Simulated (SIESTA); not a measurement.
Input of a SIESTA 5.4.2 run:

Nb.fdf

```
SystemName                      Nb
SystemLabel                     Nb
NumberOfSpecies                 1
NumberOfAtoms                   1
%block ChemicalSpeciesLabel
  1  41 Nb
%endblock ChemicalSpeciesLabel

LatticeConstant                 1.0 Ang
%block LatticeVectors
    -1.6639500000     1.6639500000     1.6306710000
     1.6639500000    -1.6639500000     1.6306710000
     1.6639500000     1.6639500000    -1.6306710000
%endblock LatticeVectors
AtomicCoordinatesFormat         Ang
%block AtomicCoordinatesAndAtomicSpecies
     0.0000000000     0.0000000000     0.0000000000  1
%endblock AtomicCoordinatesAndAtomicSpecies

%block kgrid.MonkhorstPack
   11   0   0  0.0
    0  11   0  0.0
    0   0  11  0.0
%endblock kgrid.MonkhorstPack
XC.Functional                   GGA
XC.Authors                      PBE
PAO.BasisSize                   DZP
PAO.EnergyShift                 0.003 Ry
Mesh.Cutoff                     800 Ry
OccupationFunction              FD
ElectronicTemperature           0.05 eV
MaxSCFIterations                120
SCF.MustConverge                false
SCF.Mixer.Method                Pulay
SCF.Mixer.Weight                0.25
SCF.Mixer.History               8
SCF.DM.Tolerance                5.0e-05
SCF.H.Tolerance                 1.0e-03 eV
WriteForces                     true
Charge.Mulliken                 end
Charge.Hirshfeld                end
Charge.Voronoi                  end
SaveRho                         true
SaveElectrostaticPotential      true
%block PAO.Basis
  Nb 5
  n=4 0 2
    3.366 0.000
  n=5 0 2
    9.205 0.000
  n=4 1 2
    3.905 0.000
  n=5 1 1
    9.205
  n=4 2 2
    7.356 0.000
%endblock PAO.Basis
```

Potentials or basis: PseudoDojo 0.4 standard (PBE files), DZP (energy shift 0.003 Ry; two zetas on semicore shells).

Run with:

```bash
$ siesta < Nb.fdf > Nb.out 2>&1
```

**Question.** Estimate the band gap on the k mesh.

**Answer.** None (metal or under the smearing width).

**Question.** Estimate the pressure.

**Answer.** 2.9 GPa.

Stress tensor (GPa, compression positive):
```
2.37 0.00 0.00
0.00 2.37 0.00
0.00 0.00 3.94
```

Caveat: the basis of atomic orbitals isn't converged, which shifts pressures, moduli and gaps.
